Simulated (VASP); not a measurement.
# HfN (Pm-3m) in VASP: a series of runs

One crystal, HfN, is run at these levels: PBE; tasks: single point, relaxation of cell and atoms.

Program: VASP 6.6.1. These are calculated values, not measurements. Logs are shortened: lines on timing, memory, paths and dates and some standing lists are left out, and cuts for length are marked.

### Step 1. The cell of the first run

Symmetry: Pm-3m, No. 221, cubic system. The conventional cell has a = 2.825 Å, b = 2.825 Å, c = 2.825 Å, α = 90.00°, β = 90.00°, γ = 90.00°. Around Hf (site symmetry m-3m) lie 8 N at 2.45 Å. N (site symmetry m-3m) is surrounded by 8 Hf at 2.45 Å.

The cell was built by a generator and needn't be a form met in nature.

### Step 2. Single point, PBE (random cell by space group and Wyckoff sites (Pm-3m, No. 221))

INCAR

```
SYSTEM = HfN
PREC = Accurate
ENCUT = 520
EDIFF = 1E-6
ISMEAR = 0
SIGMA = 0.1
LREAL = .FALSE.
LASPH = .TRUE.
NELM = 80
ALGO = Fast
ISIF = 2
LWAVE = .FALSE.
LCHARG = .FALSE.
GGA = PE
NBANDS = 14
```

KPOINTS

```
Automatic mesh
0
G
  20 20 20
  0 0 0
```

POSCAR

```
HfN
1.0
    2.8250262119      0.0000000000      0.0000000000
    0.0000000000      2.8250262119      0.0000000000
    0.0000000000      0.0000000000      2.8250262119
Hf N
1 1
Direct
    0.0000000000      0.0000000000      0.0000000000
    0.5000000000      0.5000000000      0.5000000000
```

Potentials or basis: VASP PAW PBE potentials, release 64 (Hf_pv, N).

Started as:

```bash
cat potpaw_PBE.64/Hf_pv/POTCAR potpaw_PBE.64/N/POTCAR > POTCAR
mpirun -np 1 vasp_std > vasp.out
```

OUTCAR:

```text
SYSTEM = HfN
   PREC = Accurate
   ENCUT = 520
   EDIFF = 1E-6
   ISMEAR = 0
   LREAL = .FALSE.
   LASPH = .TRUE.
   NELM = 80
   ISIF = 2
   GGA = PE

 ion  position               nearest neighbor table
   1  0.000  0.000  0.000-   2 2.45   2 2.45   2 2.45   2 2.45   2 2.45   2 2.45   2 2.45   2 2.45

   2  0.500  0.500  0.500-   1 2.45   1 2.45   1 2.45   1 2.45   1 2.45   1 2.45   1 2.45   1 2.45

  LATTYP: Found a simple cubic cell.
 ALAT       =     2.8250262119

  Lattice vectors:

 A1 = (   2.8250262119,   0.0000000000,   0.0000000000)
 A2 = (   0.0000000000,   2.8250262119,   0.0000000000)
 A3 = (   0.0000000000,   0.0000000000,   2.8250262119)

Analysis of symmetry for initial positions (statically):
=====================================================================
 Subroutine PRICEL returns:
 Original cell was already a primitive cell.

 Routine SETGRP: Setting up the symmetry group for a
 simple cubic supercell.

 Subroutine GETGRP returns: Found 48 space group operations
 (whereof 48 operations were pure point group operations)
 out of a pool of 48 trial point group operations.

The static configuration has the point symmetry O_h .

Analysis of symmetry for dynamics (positions and initial velocities):
=====================================================================
 Subroutine PRICEL returns:
 Original cell was already a primitive cell.

 Routine SETGRP: Setting up the symmetry group for a
 simple cubic supercell.

 Subroutine GETGRP returns: Found 48 space group operations
 (whereof 48 operations were pure point group operations)
 out of a pool of 48 trial point group operations.

The dynamic configuration has the point symmetry O_h .

 Subroutine INISYM returns: Found 48 space group operations
 (whereof 48 operations are pure point group operations),
 and found     1 'primitive' translations

----------------------------------------------------------------------------------------

                                     Primitive cell

  volume of cell :      22.5459

  direct lattice vectors                    reciprocal lattice vectors
     2.825026212  0.000000000  0.000000000     0.353979016  0.000000000  0.000000000
     0.000000000  2.825026212  0.000000000     0.000000000  0.353979016  0.000000000
     0.000000000  0.000000000  2.825026212     0.000000000  0.000000000  0.353979016

  length of vectors
     2.825026212  2.825026212  2.825026212     0.353979016  0.353979016  0.353979016

  position of ions in fractional coordinates (direct lattice)
     0.000000000  0.000000000  0.000000000
     0.500000000  0.500000000  0.500000000

  ion indices of the primitive-cell ions
   primitive index   ion index
                 1           1
                 2           2

----------------------------------------------------------------------------------------

 KPOINTS: Automatic mesh

Automatic generation of k-mesh.
 Grid dimensions read from file:
 generate k-points for:   20   20   20

 Generating k-lattice:

  Cartesian coordinates                     Fractional coordinates (reciprocal lattice)
     0.017698951  0.000000000  0.000000000     0.050000000  0.000000000  0.000000000
     0.000000000  0.017698951  0.000000000     0.000000000  0.050000000  0.000000000
     0.000000000  0.000000000  0.017698951     0.000000000  0.000000000  0.050000000

  Length of vectors
     0.017698951  0.017698951  0.017698951

  Shift w.r.t. Gamma in fractional coordinates (k-lattice)
     0.000000000  0.000000000  0.000000000

 Subroutine IBZKPT returns following result:
 ===========================================

 Found    286 irreducible k-points:

 Following reciprocal coordinates:
            Coordinates               Weight
  0.000000  0.000000  0.000000      1.000000
  0.050000  0.000000  0.000000      6.000000
  0.100000  0.000000  0.000000      6.000000
  0.150000  0.000000  0.000000      6.000000
  0.200000  0.000000  0.000000      6.000000
  0.250000  0.000000  0.000000      6.000000
[... 16 lines left out ...]
  0.150000  0.100000  0.000000     24.000000
  0.200000  0.100000  0.000000     24.000000
 [... further k-points ...]
   k-points           NKPTS =    286   k-points in BZ     NKDIM =    286   number of bands    NBANDS=     14
   number of dos      NEDOS =    301   number of ions     NIONS =      2
   total plane-waves  NPLWV =  13824
   dimension x,y,z NGX =    24 NGY =   24 NGZ =   24
   dimension x,y,z NGXF=    48 NGYF=   48 NGZF=   48
   ions per type =               1   1
   NGX,Y,Z   is equivalent  to a cutoff of  14.12, 14.12, 14.12 a.u.
   NGXF,Y,Z  is equivalent  to a cutoff of  28.25, 28.25, 28.25 a.u.
 SYSTEM =  HfN
   PREC   = accura    normal or accurate (medium, high low for compatibility)
   ISTART =      0    job   : 0-new  1-cont  2-samecut
   ICHARG =      2    charge: 1-file 2-atom 10-const
   ISPIN  =      1    spin polarized calculation?
   LNONCOLLINEAR =      F non collinear calculations
   LSORBIT =      F    spin-orbit coupling
   LASPH  =      T    aspherical Exc in radial PAW
   ENCUT  =  520.0 eV  38.22 Ry    6.18 a.u.   5.25  5.25  5.25*2*pi/ulx,y,z
   NELM   =     80;   NELMIN=  2; NELMDL= -5     # of ELM steps
   EDIFF  = 0.1E-05   stopping-criterion for ELM
   LREAL  =      F    real-space projection
   EDIFFG = 0.1E-04   stopping-criterion for IOM
   NSW    =      0    number of steps for IOM
   IBRION =     -1    ionic relax: 0-MD 1-quasi-New 2-CG
   NFREE  =      0    steps in history (QN), initial steepest desc. (CG)
   ISIF   =      2    stress and relaxation
   ISYM   =      2    0-nonsym 1-usesym 2-fastsym
   POTIM  = 0.5000    time-step for ionic-motion
   TEBEG  =    0.0;   TEEND  =   0.0 temperature during run
   PSTRESS=    0.0 pullay stress
   NELECT =      15.0000    total number of electrons
   NUPDOWN=      -1.0000    fix difference up-down
   EMIN   =  10.00;   EMAX   =-10.00  energy-range for DOS
   EFERMI =   0.00;   METHOD = LEGACY
   ISMEAR =     0;   SIGMA  =   0.10  broadening in eV -4-tet -1-fermi 0-gaus
   EFERMI_NEDOS =   21; number of points for ismear=-14 and -15
   IALGO  =     68    algorithm
   IMIX   =      4    mixing-type and parameters
     AMIX     =   0.40;   BMIX     =  1.00
     AMIX_MAG =   1.60;   BMIX_MAG =  1.00
  volume/ion in A,a.u.               =      11.27        76.07
  Fermi-wavevector in a.u.,A,eV,Ry     =   1.429166  2.700733 27.790122  2.042516
  Thomas-Fermi vector in A             =   2.549149
   LORBIT       =      0    0 simple, 1 ext, 2 COOP (PROOUT), +10 PAW based schemes
   GGA     = PE    functional components
   LHFCALC =     F    Hartree Fock is set to
   AEXX    =    0.0000 exact exchange contribution
   IVDW    =     0    specifies the selected vdW correction
   LEPSILON=     F    determine dielectric tensor
   LRPA    =     F    only Hartree local field effects (RPA)
 non-spin polarized calculation
 RMM-DIIS sequential band-by-band and
 Gauss-broadening in eV      SIGMA  =   0.10
  energy-cutoff  :      520.00
  volume of cell :       22.55
 maximum number of plane-waves:       627
 NGX is ok and might be reduce to    24
   NGX = 11   NGY = 11   NGZ = 11

 number of electron      15.0000000 magnetization

 Free energy of the ion-electron system (eV)
  ---------------------------------------------------
  ext. energy  EPLUGINS =         0.00000000
  ---------------------------------------------------
  free energy    TOTEN  =       -19.76934084 eV

  energy without entropy =      -19.76293984  energy(sigma->0) =      -19.76614034

 E-fermi :   7.3659     XC(G=0): -12.9304

 val. band max:        7.3632940420   @ k =   0.4000   0.1500   0.1500
 cond. band min:       7.3677503193   @ k =   0.3500   0.2500   0.0500
 fundamental gap:      0.0044562773
 Fermi energy:         7.3658863888

 k-point     1 :       0.0000    0.0000    0.0000
  band No.  band energies     occupation
      1     -22.7702      2.00000
      2     -22.7702      2.00000
      3     -22.7702      2.00000
      4      -8.7071      2.00000
      5       5.0116      2.00000
      6       5.0116      2.00000
      7       6.3331      2.00000
      8       6.3331      2.00000
      9       6.3331      2.00000
     10      10.7333      0.00000
     11      13.7715      0.00000
     12      13.7715      0.00000
     13      13.7715      0.00000
     14      20.4465      0.00000

 k-point     2 :       0.0500    0.0000    0.0000
  band No.  band energies     occupation
      1     -22.8063      2.00000
      2     -22.7670      2.00000
      3     -22.7670      2.00000
      4      -8.6582      2.00000
      5       4.8747      2.00000
      6       5.0365      2.00000
      7       6.2926      2.00000
      8       6.2926      2.00000
      9       6.3901      2.00000
     10      10.9192      0.00000
     11      13.7806      0.00000
     12      13.7806      0.00000
     13      13.7852      0.00000
     14      20.4466      0.00000

 k-point     3 :       0.1000    0.0000    0.0000
  band No.  band energies     occupation
      1     -22.9101      2.00000
      2     -22.7579      2.00000
      3     -22.7579      2.00000
      4      -8.5154      2.00000
      5       4.4377      2.00000
      6       5.1096      2.00000
      7       6.1756      2.00000
      8       6.1756      2.00000
      9       6.6621      2.00000
     10      11.3989      0.00000
     11      13.8099      0.00000
     12      13.8099      0.00000
     13      13.8254      0.00000
     14      20.4464      0.00000

 k-point     4 :       0.1500    0.0000    0.0000
  band No.  band energies     occupation
      1     -23.0681      2.00000
      2     -22.7437      2.00000
      3     -22.7437      2.00000
      4      -8.2894      2.00000
      5       3.7699      2.00000
      6       5.2270      2.00000
      7       5.9959      2.00000
      8       5.9959      2.00000
      9       7.2109      1.97166
     10      12.0324      0.00000
     11      13.8640      0.00000
     12      13.8640      0.00000
     13      13.8889      0.00000
     14      23.1042      0.00000

 k-point     5 :       0.2000    0.0000    0.0000
  band No.  band energies     occupation
      1     -23.2615      2.00000
      2     -22.7258      2.00000
      3     -22.7258      2.00000
      4      -7.9958      2.00000
      5       2.9945      2.00000
      6       5.3811      2.00000
      7       5.7737      2.00000
      8       5.7737      2.00000
      9       8.0009      0.00000
     10      12.7184      0.00000
     11      13.9462      0.00000
[... 276 lines left out ...]
 k-point    22 :       0.1000    0.1000    0.0000
  band No.  band energies     occupation
      1     -22.9123      2.00000
      2     -22.8806      2.00000
      3     -22.7459      2.00000
      4      -8.3370      2.00000
      5       4.4569      2.00000
      6       4.5860      2.00000
      7       5.9875      2.00000
      8       6.0621      2.00000
      9       7.2711      1.82000
     10      11.6679      0.00000
     11      13.3632      0.00000
     12      13.9884      0.00000
     13      14.2821      0.00000
     14      20.4464      0.00000

 k-point    23 :       0.1500    0.1000    0.0000
  band No.  band energies     occupation
      1     -23.0555      2.00000
      2     -22.8779      2.00000
      3     -22.7319      2.00000
      4      -8.1275      2.00000
      5       3.8048      2.00000
      6       4.6385      2.00000
      7       5.9277      2.00000
      8       6.1053      2.00000
      9       7.7216      0.00000
     10      11.9375      0.00000
     11      13.2043      0.00000
     12      14.2141      0.00000
     13      14.4624      0.00000
     14      23.1677      0.00000

 k-point    24 :       0.2000    0.1000    0.0000
  band No.  band energies     occupation
      1     -23.2461      2.00000
      2     -22.8589      2.00000
      3     -22.7141      2.00000
      4      -7.8568      2.00000
      5       3.0444      2.00000
      6       4.7157      2.00000
      7       5.7551      2.00000
      8       6.2055      2.00000
      9       8.3636      0.00000
     10      12.2356      0.00000
     11      13.1173      0.00000
     12      14.5156      0.00000
     13      14.5888      0.00000
     14      22.3636      0.00000

 [... further k-points ...]

------------------------ aborting loop because EDIFF is reached ----------------------------------------

  FORCE on cell =-STRESS in cart. coord.  units (eV):
  Direction    XX          YY          ZZ          XY          YZ          ZX
  --------------------------------------------------------------------------------------
  -------------------------------------------------------------------------------------
  Total       -0.3684049     -0.3684049     -0.3684049     -0.0000000     -0.0000000     -0.0000000
  in kB      -26.1799301    -26.1799301    -26.1799301     -0.0000000     -0.0000000     -0.0000000
  external PRESSURE =     -26.1799301 kB  Pullay stress =       0.0000000 kB

 VOLUME and BASIS-vectors are now :
 -----------------------------------------------------------------------------
  energy-cutoff  :      520.00
  volume of cell :       22.55
      direct lattice vectors                 reciprocal lattice vectors
     2.825026212  0.000000000  0.000000000     0.353979016  0.000000000  0.000000000
     0.000000000  2.825026212  0.000000000     0.000000000  0.353979016  0.000000000
     0.000000000  0.000000000  2.825026212     0.000000000  0.000000000  0.353979016

 POSITION                                       TOTAL-FORCE (eV/Angst)
 -----------------------------------------------------------------------------------
      0.00000      0.00000      0.00000         0.000000      0.000000      0.000000
      1.41251      1.41251      1.41251         0.000000      0.000000      0.000000
 -----------------------------------------------------------------------------------
    total drift:                                0.000000      0.000000     -0.000000

  FREE ENERGIE OF THE ION-ELECTRON SYSTEM (eV)
  ---------------------------------------------------
  free  energy   TOTEN  =       -19.7693408369 eV

  energy  without entropy=      -19.7629398394  energy(sigma->0) =      -19.76614034
```

Run time: 35 s. Hardware: 1 thread of Intel Xeon Platinum 8559C (Emerald Rapids), shared host; peak memory 0.21 GiB.

Results:

```yaml
Free_energy: -19.7693 eV
Pressure: -2.6 GPa
Band_gap_on_the_k_mesh: none (metal or under the smearing width)
```

### Step 3. Relaxation of cell and atoms, PBE (random cell by space group and Wyckoff sites (Pm-3m, No. 221))

INCAR

```
PREC     = Accurate       # precision mode
ENCUT    = 600            # plane-wave cutoff, eV
EDIFF    = 1E-6           # SCF threshold, eV
ISMEAR   = 0              # smearing method
SIGMA    = 0.1            # smearing width, eV
LREAL    = F              # projectors in reciprocal space
LASPH    = T              # aspherical terms in the spheres
NELM     = 60             # most SCF steps
ALGO     = Normal         # electronic algorithm
ISIF     = 3              # what is computed and relaxed
LWAVE    = F              # write WAVECAR
LCHARG   = F              # write CHGCAR
GGA      = PE             # functional
IBRION   = 2              # ionic algorithm
NSW      = 100            # ionic steps
EDIFFG   = -0.01          # ionic threshold
```

KPOINTS

```
regular mesh
0
Gamma
  20 20 20
```

POSCAR

```
HfN
1.0
    2.8275437987      0.0000000000      0.0000000000
    0.0000000000      2.8275437987      0.0000000000
    0.0000000000      0.0000000000      2.8275437987
Hf N
1 1
Direct
    0.0000000000      0.0000000000      0.0000000000
    0.5000000000      0.5000000000      0.5000000000
```

Potentials or basis: VASP PAW PBE potentials, release 64 (Hf_pv, N).

Started as:

```bash
cat potpaw_PBE.64/Hf_pv/POTCAR potpaw_PBE.64/N/POTCAR > POTCAR
mpirun -np 1 vasp_std > vasp.out
```

It took 47 s on 1 thread of Intel Xeon Platinum 8559C (Emerald Rapids), shared host; peak memory 0.22 GiB.

Results (log left out):

```
Free energy                            : -19.7737 eV
Relaxed volume                         : 11.14 Å³/atom
Relaxed cell                           : a = 2.814 Å, b = 2.814 Å, c = 2.814 Å, α = 90.00°, β = 90.00°, γ = 90.00°
Space group after relaxing (to 0.05 Å) : Pm-3m (No. 221)
Energy gained by relaxing              : 1.7 meV/atom
Ionic steps                            : 3
Pressure after relaxing                : 0.0 GPa
Band gap on the k mesh                 : none (metal or under the smearing width)
```

Step by step:
```tsv
step	energy change (eV)	largest force (eV/Å)	pressure (GPa)	volume (Å³)
1	0.0000	0.0000	-3.35	22.61
2	0.0032	0.0000	4.96	21.84
3	-0.0034	0.0000	-0.01	22.28
```

Final structure:
```
Hf N
1.0
     2.81401    0.00000    0.00000
     0.00000    2.81401    0.00000
     0.00000    0.00000    2.81401
Hf N
1 1
Direct
  0.00000 0.00000 0.00000
  0.50000 0.50000 0.50000
```

Levels at points of the mesh, in eV from the Fermi level:
```
           k point  band 6  band 7  band 8  band 9  band 10  band 11
(0.00, 0.00, 0.00)   -2.40   -1.04   -1.04   -1.04     3.52     6.49
(0.50, 0.00, 0.00)   -2.61   -2.61   -1.16    5.81     7.12     7.26
(0.50, 0.50, 0.00)   -3.96   -1.37   -0.49    2.71     3.17     3.17
(0.50, 0.50, 0.50)   -6.80   -6.80    7.94    7.94     7.94     9.68
```

Spin-orbit coupling is left out, which matters for the levels of Hf.

### Step 4. Single point, PBE (random cell by space group and Wyckoff sites (Pm-3m, No. 221))

INCAR

```
SYSTEM = HfN
PREC = Accurate ; ENCUT = 520
EDIFF = 1E-6 ; ISMEAR = 0
SIGMA = 0.1 ; LREAL = .False.
LASPH = .True. ; NELM = 80
ALGO = Normal ; ISIF = 2
LWAVE = .False. ; LCHARG = .True.
GGA = PE ; LELF = .True.
LVHAR = .True. ; NBANDS = 14
```

KPOINTS

```
Automatic mesh
0
Gamma
  6 6 6
  0 0 0
```

POSCAR

```
HfN
1.0
    3.1216498000      0.0000000000      0.0000000000
    0.0000000000      3.1216498000      0.0000000000
    0.0000000000      0.0000000000      3.1216498000
Hf N
1 1
Direct
    0.0000000000      0.0000000000      0.0000000000
    0.5000000000      0.5000000000      0.5000000000
```

Started as:

```bash
cat potpaw_PBE.64/Hf_pv/POTCAR potpaw_PBE.64/N/POTCAR > POTCAR
mpirun -np 1 vasp_std > vasp.out
```

Run time: 7.3 s. Hardware: 1 thread of Intel Xeon Platinum 8559C (Emerald Rapids), shared host; peak memory 0.14 GiB.

Results (log left out):

| Quantity | Value |
| --- | --- |
| Free energy | -18.5064 eV |
| Pressure | -37.5 GPa |
| Band gap on the k mesh | none (metal or under the smearing width) |

Levels at points of the mesh, in eV from the Fermi level:
```csv
k point,band 4,band 5,band 6,band 7,band 8,band 9,band 10,band 11,band 12,band 13
"(0.00, 0.00, 0.00)",-14.40,-1.63,-1.63,-0.99,-0.99,-0.99,0.13,4.43,4.43,4.43
"(0.50, 0.00, 0.00)",-13.11,-6.27,-1.93,-1.93,-0.83,3.81,4.78,4.91,4.91,5.75
"(0.50, 0.50, 0.00)",-13.05,-3.41,-3.41,-1.38,-0.44,1.32,2.35,2.35,6.18,8.52
"(0.50, 0.50, 0.50)",-12.22,-4.90,-4.90,-4.90,5.31,5.31,5.31,6.36,6.62,6.62
```

Caveat: a pressure of tens of GPa on the cell as given is suspect, and the run, the potentials or the cell itself is likely at fault. Spin-orbit coupling is left out, which matters for the levels of Hf.

### Step 5. Summary

```csv
task,cell,k mesh,cutoff (eV),gap on the mesh (eV),pressure (GPa)
single point,"random cell by space group and Wyckoff sites (Pm-3m, No. 221)",20 × 20 × 20,520,none,-2.6
relaxation of cell and atoms,"relaxed from: random cell by space group and Wyckoff sites (Pm-3m, No. 221)",20 × 20 × 20,600,none,0.0
single point,"random cell by space group and Wyckoff sites (Pm-3m, No. 221)",6 × 6 × 6,520,none,-37.5
```

Alike in all rows: level PBE; potentials or basis VASP PAW PBE potentials, release 64 (Hf_pv, N); no spin polarisation; smearing gaussian 0.1 eV.

Caveats: a pressure of tens of GPa on the cell as given is suspect, and the run, the potentials or the cell itself is likely at fault (some runs).

Total energies depend on the potentials used, so only differences within one code and one set of settings carry meaning.
